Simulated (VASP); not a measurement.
# Sb (R-3m) in VASP: a series of runs

The runs below take Sb through relaxation of cell and atoms, with PBE+D3(BJ), PBE.

All numbers are computed with VASP 6.6.1; they aren't measurements. Logs are shortened: lines on timing, memory, paths and dates and some standing lists are left out, and cuts for length are marked.

**1. Starting point**

The structure is trigonal, space group R-3m (No. 166). Conventional cell: a = 4.308 Å, b = 4.308 Å, c = 11.274 Å, α = 90.00°, β = 90.00°, γ = 120.00°. Sb (site symmetry 3m) has 3 Sb at 2.91 Å as nearest neighbours.

**2. Relaxation of cell and atoms, PBE+D3(BJ), target pressure 6.4 GPa, at which the enthalpy is minimised**

Input file INCAR:

```
SYSTEM = Sb
PREC     = Accurate       ! precision mode
ENCUT    = 600            ! plane-wave cutoff, eV
EDIFF    = 1E-6           ! SCF threshold, eV
ISMEAR   = 1              ! smearing method
SIGMA    = 0.1            ! smearing width, eV
LREAL    = .FALSE.        ! projectors in reciprocal space
LASPH    = .TRUE.         ! aspherical terms in the spheres
NELM     = 80             ! most SCF steps
ALGO     = Normal         ! electronic algorithm
ISIF     = 3              ! what is computed and relaxed
LWAVE    = .FALSE.        ! write WAVECAR
LCHARG   = .FALSE.        ! write CHGCAR
GGA      = PE             ! functional
IVDW     = 12             ! dispersion correction
IBRION   = 2              ! ionic algorithm
NSW      = 90             ! ionic steps
EDIFFG   = -0.01          ! ionic threshold
PSTRESS  = 64.0
```

Input file KPOINTS:

```
Automatic mesh
0
G
  12 12 10
  0 0 0
```

Input file POSCAR:

```
Sb
1.0
    2.1542000000      1.2437279499      3.7580000000
   -2.1542000000      1.2437279499      3.7580000000
    0.0000000000     -2.4874558998      3.7580000000
Sb
2
Direct
    0.2334900000      0.2334900000      0.2334900000
    0.7665100000      0.7665100000      0.7665100000
```

Potentials or basis: VASP PAW PBE potentials, release 64 (Sb).

Run with:

```
$ cat potpaw_PBE.64/Sb/POTCAR > POTCAR
$ mpirun -np 1 vasp_std > vasp.out
```

OUTCAR:

```text
SYSTEM = Sb
   PREC = Accurate
   ENCUT = 600
   EDIFF = 1E-6
   ISMEAR = 1
   LREAL = .FALSE.
   LASPH = .TRUE.
   NELM = 80
   ISIF = 3
   GGA = PE
   IVDW = 12
   IBRION = 2
   NSW = 90
   EDIFFG = -0.01
   PSTRESS = 64.0
 IVDW          = 12

 ion  position               nearest neighbor table
   1  0.233  0.233  0.233-   2 2.91   2 2.91   2 2.91   2 3.35   2 3.35   2 3.35
   2  0.767  0.767  0.767-   1 2.91   1 2.91   1 2.91   1 3.35   1 3.35   1 3.35

  LATTYP: Found a trigonal (rhomboedric) cell.
 ALAT       =     4.5066618304
 COS(alpha) =     0.5430253624

  Lattice vectors:

 A1 = (   2.1542000000,   1.2437279499,   3.7580000000)
 A2 = (  -2.1542000000,   1.2437279499,   3.7580000000)
 A3 = (   0.0000000000,  -2.4874558998,   3.7580000000)

Analysis of symmetry for initial positions (statically):
=====================================================================
 Subroutine PRICEL returns:
 Original cell was already a primitive cell.

 Routine SETGRP: Setting up the symmetry group for a
 trigonal (rhombohedral) supercell.

 Subroutine GETGRP returns: Found 12 space group operations
 (whereof 12 operations were pure point group operations)
 out of a pool of 12 trial point group operations.

The static configuration has the point symmetry D_3d.

Analysis of symmetry for dynamics (positions and initial velocities):
=====================================================================
 Subroutine PRICEL returns:
 Original cell was already a primitive cell.

 Routine SETGRP: Setting up the symmetry group for a
 trigonal (rhombohedral) supercell.

 Subroutine GETGRP returns: Found 12 space group operations
 (whereof 12 operations were pure point group operations)
 out of a pool of 12 trial point group operations.

The dynamic configuration has the point symmetry D_3d.

 Subroutine INISYM returns: Found 12 space group operations
 (whereof 12 operations are pure point group operations),
 and found     1 'primitive' translations

----------------------------------------------------------------------------------------

                                     Primitive cell

  volume of cell :      60.4115

  direct lattice vectors                    reciprocal lattice vectors
     2.154200000  1.243727950  3.758000000     0.232104726  0.134005726  0.088699663
    -2.154200000  1.243727950  3.758000000    -0.232104726  0.134005726  0.088699663
     0.000000000 -2.487455900  3.758000000     0.000000000 -0.268011452  0.088699663

  length of vectors
     4.506661830  4.506661830  4.506661830     0.282307932  0.282307932  0.282307932

  position of ions in fractional coordinates (direct lattice)
     0.233490000  0.233490000  0.233490000
     0.766510000  0.766510000  0.766510000

  ion indices of the primitive-cell ions
   primitive index   ion index
                 1           1
                 2           2

----------------------------------------------------------------------------------------

 KPOINTS: Automatic mesh

Automatic generation of k-mesh.
 Grid dimensions read from file:
 generate k-points for:   12   12   10

 Generating k-lattice:

  Cartesian coordinates                     Fractional coordinates (reciprocal lattice)
     0.019342060  0.011167144  0.007391639     0.083333333  0.000000000  0.000000000
    -0.019342060  0.011167144  0.007391639     0.000000000  0.083333333  0.000000000
     0.000000000 -0.026801145  0.008869966    -0.000000000 -0.000000000  0.100000000

  Length of vectors
     0.023525661  0.023525661  0.028230793

  Shift w.r.t. Gamma in fractional coordinates (k-lattice)
     0.000000000  0.000000000  0.000000000

 -----------------------------------------------------------------------------
|                                                                             |
|           W    W    AA    RRRRR   N    N  II  N    N   GGGG   !!!           |
|           W    W   A  A   R    R  NN   N  II  NN   N  G    G  !!!           |
|           W    W  A    A  R    R  N N  N  II  N N  N  G       !!!           |
|           W WW W  AAAAAA  RRRRR   N  N N  II  N  N N  G  GGG   !            |
|           WW  WW  A    A  R   R   N   NN  II  N   NN  G    G                |
|           W    W  A    A  R    R  N    N  II  N    N   GGGG   !!!           |
|                                                                             |
|     Your reciprocal lattice and k-lattice belong to different lattice       |
|     classes:                                                                |
|                                                                             |
|        The reciprocal lattice is rhombohedral (trigonal),                   |
|        whereas your k-lattice is base-centered monoclinic.                  |
|                                                                             |
|     Results are often still useful ...                                      |
|                                                                             |
 -----------------------------------------------------------------------------

 WARNING: IBZKPT: internal override: KBLOWUP is changed to .FALSE.
      ... skipping the blow-up phase ...

 Subroutine IBZKPT returns following result:
 ===========================================

 Found    391 irreducible k-points:

 Following reciprocal coordinates:
            Coordinates               Weight
  0.000000  0.000000  0.000000      1.000000
  0.083333  0.000000 -0.000000      4.000000
  0.166667 -0.000000 -0.000000      4.000000
  0.250000 -0.000000  0.000000      4.000000
  0.333333 -0.000000  0.000000      4.000000
  0.416667 -0.000000 -0.000000      4.000000
[... 16 lines left out ...]
  0.500000  0.166667 -0.000000      8.000000
 -0.416667  0.166667  0.000000      4.000000
 [... further k-points ...]
   k-points           NKPTS =    391   k-points in BZ     NKDIM =    391   number of bands    NBANDS=      9
   number of dos      NEDOS =    301   number of ions     NIONS =      2
   total plane-waves  NPLWV =  46656
   dimension x,y,z NGX =    36 NGY =   36 NGZ =   36
   dimension x,y,z NGXF=    72 NGYF=   72 NGZF=   72
   ions per type =               2
   NGX,Y,Z   is equivalent  to a cutoff of  13.28, 13.28, 13.28 a.u.
   NGXF,Y,Z  is equivalent  to a cutoff of  26.56, 26.56, 26.56 a.u.
 SYSTEM =  Sb
   PREC   = accura    normal or accurate (medium, high low for compatibility)
   ISTART =      0    job   : 0-new  1-cont  2-samecut
   ICHARG =      2    charge: 1-file 2-atom 10-const
   ISPIN  =      1    spin polarized calculation?
   LNONCOLLINEAR =      F non collinear calculations
   LSORBIT =      F    spin-orbit coupling
   LASPH  =      T    aspherical Exc in radial PAW
   ENCUT  =  600.0 eV  44.10 Ry    6.64 a.u.   9.00  9.00  9.00*2*pi/ulx,y,z
   NELM   =     80;   NELMIN=  2; NELMDL= -5     # of ELM steps
   EDIFF  = 0.1E-05   stopping-criterion for ELM
   LREAL  =      F    real-space projection
   EDIFFG = -.1E-01   stopping-criterion for IOM
   NSW    =     90    number of steps for IOM
   IBRION =      2    ionic relax: 0-MD 1-quasi-New 2-CG
   NFREE  =      1    steps in history (QN), initial steepest desc. (CG)
   ISIF   =      3    stress and relaxation
   ISYM   =      2    0-nonsym 1-usesym 2-fastsym
   POTIM  = 0.5000    time-step for ionic-motion
   TEBEG  =    0.0;   TEEND  =   0.0 temperature during run
   PSTRESS=   64.0 pullay stress
   NELECT =      10.0000    total number of electrons
   NUPDOWN=      -1.0000    fix difference up-down
   EMIN   =  10.00;   EMAX   =-10.00  energy-range for DOS
   EFERMI =   0.00;   METHOD = LEGACY
   ISMEAR =     1;   SIGMA  =   0.10  broadening in eV -4-tet -1-fermi 0-gaus
   EFERMI_NEDOS =   21; number of points for ismear=-14 and -15
   IALGO  =     38    algorithm
   IMIX   =      4    mixing-type and parameters
     AMIX     =   0.40;   BMIX     =  1.00
     AMIX_MAG =   1.60;   BMIX_MAG =  1.00
  volume/ion in A,a.u.               =      30.21       203.84
  Fermi-wavevector in a.u.,A,eV,Ry     =   0.898880  1.698637 10.993305  0.807985
  Thomas-Fermi vector in A             =   2.021644
   LORBIT       =      0    0 simple, 1 ext, 2 COOP (PROOUT), +10 PAW based schemes
   GGA     = PE    functional components
   LHFCALC =     F    Hartree Fock is set to
   AEXX    =    0.0000 exact exchange contribution
   IVDW    =    12    specifies the selected vdW correction
   LEPSILON=     F    determine dielectric tensor
   LRPA    =     F    only Hartree local field effects (RPA)
 conjugate gradient relaxation of ions
 non-spin polarized calculation
 Methfessel and Paxton  Order N= 1 SIGMA  =   0.10
  energy-cutoff  :      600.00
  volume of cell :       60.41
 maximum number of plane-waves:      2042
   NGX = 17   NGY = 17   NGZ = 17

--------------------------------------- Ionic step        1  -------------------------------------------

 number of electron      10.0000000 magnetization

 Free energy of the ion-electron system (eV)
  ---------------------------------------------------
  ext. energy  EPLUGINS =         0.00000000
  ---------------------------------------------------
  free energy    TOTEN  =        -8.24694506 eV

  energy without entropy =       -8.24718473  energy(sigma->0) =       -8.24702495

------------------------ aborting loop because EDIFF is reached ----------------------------------------

 Edisp (eV)   -0.94507

 E8    (eV) :    -0.4410
[... 75 lines left out ...]
--------------------------------------- Ionic step        3  -------------------------------------------

 number of electron      10.0000000 magnetization

 E-fermi :   8.5512     XC(G=0):  -9.9344

 val. band max:        8.5045653669   @ k =   0.5000   0.5000   0.5000
 cond. band min:       8.5607086580   @ k =  -0.4167   0.4167   0.5000
 fundamental gap:      0.0561432912
 Fermi energy:         8.5512023536

 k-point     1 :       0.0000    0.0000    0.0000
  band No.  band energies     occupation
      1      -4.9795      2.00000
      2       4.2445      2.00000
      3       6.2002      2.00000
      4       6.5222      2.00000
      5       6.5222      2.00000
      6      10.6432      0.00000
      7      11.3607      0.00000
      8      11.3607      0.00000
      9      13.4906      0.00000
[... 313 lines left out ...]
  energy  without entropy=       -9.0936861163  energy(sigma->0) =       -9.09341267

  enthalpy is  TOTEN    =        -6.8936895402 eV   P V=        2.1995864081

[... ionic steps 4 to 17 ...]

--------------------------------------- Ionic step       18  -------------------------------------------

 number of electron      10.0000000 magnetization

------------------------ aborting loop because EDIFF is reached ----------------------------------------
[... 79 lines left out ...]
--------------------------------------- Ionic step       20  -------------------------------------------

 number of electron      10.0000000 magnetization

 Free energy of the ion-electron system (eV)
  ---------------------------------------------------
  ext. energy  EPLUGINS =         0.00000000
  ---------------------------------------------------
  free energy    TOTEN  =        -7.98826652 eV

  energy without entropy =       -7.98843386  energy(sigma->0) =       -7.98832230

 E-fermi :   8.8030     XC(G=0): -10.1613

 val. band max:        8.8016538872   @ k =  -0.0833  -0.0833   0.1000
 cond. band min:       8.8053874191   @ k =   0.2500   0.2500   0.2000
 fundamental gap:      0.0037335319
 Fermi energy:         8.8030316847

 k-point     1 :       0.0000    0.0000    0.0000
  band No.  band energies     occupation
      1      -4.6231      2.00000
      2       5.0563      2.00000
      3       6.8418      2.00000
      4       6.9489      2.00000
      5       6.9489      2.00000
      6      12.3551      0.00000
      7      12.3551      0.00000
      8      12.3911      0.00000
      9      13.4689      0.00000
[... 313 lines left out ...]
  energy  without entropy=       -9.0747066722  energy(sigma->0) =       -9.07459511

  enthalpy is  TOTEN    =        -6.9684257080 eV   P V=        2.1061136230

 reached required accuracy - stopping structural energy minimisation
```

Run time: 28 min. Hardware: 1 thread of Intel Xeon Platinum 8488C (Sapphire Rapids), shared host; peak memory 0.42 GiB.

Results:

| Item | Value |
| --- | --- |
| Free energy | -9.0745 eV |
| Relaxed volume | 26.36 Å³/atom |
| Relaxed cell | a = 4.220 Å, b = 4.220 Å, c = 4.220 Å, α = 59.64°, β = 59.64°, γ = 59.64° |
| Space group after relaxing (to 0.05 Å) | Pm-3m (No. 221) |
| Energy change on relaxing (the enthalpy is what falls) | +58.7 meV/atom |
| Ionic steps | 20 |
| Pressure after relaxing | 6.4 GPa |
| Band gap on the k mesh | none (metal or under the smearing width) |
| Dispersion energy per atom | -0.543 eV |

Step by step:
| step | energy change (eV) | largest force (eV/Å) | pressure (GPa) | volume (Å³) |
| --- | --- | --- | --- | --- |
| 1 | 0.0000 | 0.2471 | 0.20 | 60.41 |
| 2 | 0.3659 | 1.2424 | 14.73 | 50.76 |
| 3 | 0.0987 | 0.7372 | 6.64 | 55.06 |
| 4 | 0.0894 | 0.4242 | 6.68 | 54.23 |
| 5 | 0.1547 | 0.0681 | 8.12 | 51.94 |
| 6 | 0.0590 | 0.0417 | 3.54 | 54.62 |
| 7 | 0.1118 | 0.0145 | 6.37 | 52.88 |
| 8 | 0.1125 | 0.0156 | 6.38 | 52.87 |
| 9 | 0.1129 | 0.0157 | 6.40 | 52.85 |
| 10 | 0.1141 | 0.0157 | 6.42 | 52.82 |
| 11 | 0.1167 | 0.0135 | 6.46 | 52.75 |
| 12 | 0.1224 | 0.0049 | 6.59 | 52.62 |
| 13 | 0.1178 | 0.0118 | 6.47 | 52.72 |
| 14 | 0.1162 | 0.0092 | 6.40 | 52.76 |
| 15 | 0.1151 | 0.0076 | 6.34 | 52.79 |
| 16 | 0.1155 | 0.0068 | 6.34 | 52.78 |
| 17 | 0.1168 | 0.0045 | 6.38 | 52.74 |
| 18 | 0.1196 | 0.0015 | 6.46 | 52.67 |
| 19 | 0.1204 | 0.0006 | 6.49 | 52.65 |
| 20 | 0.1175 | 0.0004 | 6.37 | 52.72 |

Final structure:
```cif
data_structure
_symmetry_space_group_name_H-M 'P 1'
_symmetry_Int_Tables_number 1
_cell_length_a 4.2204
_cell_length_b 4.2204
_cell_length_c 4.2204
_cell_angle_alpha 59.643
_cell_angle_beta 59.643
_cell_angle_gamma 59.643
_cell_volume 52.72
loop_
_atom_site_label
_atom_site_type_symbol
_atom_site_fract_x
_atom_site_fract_y
_atom_site_fract_z
_atom_site_occupancy
Sb1 Sb 0.25010 0.25010 0.25010 1
Sb2 Sb 0.74990 0.74990 0.74990 1
```

Caveat: the cell is relaxed towards a set pressure, so the enthalpy falls and the energy may rise; pairwise dispersion overbinds metals, which lowers pressure and volume. The run has no spin-orbit coupling, so splittings on Sb are missing.

(Part 1 of 3 ends here.)
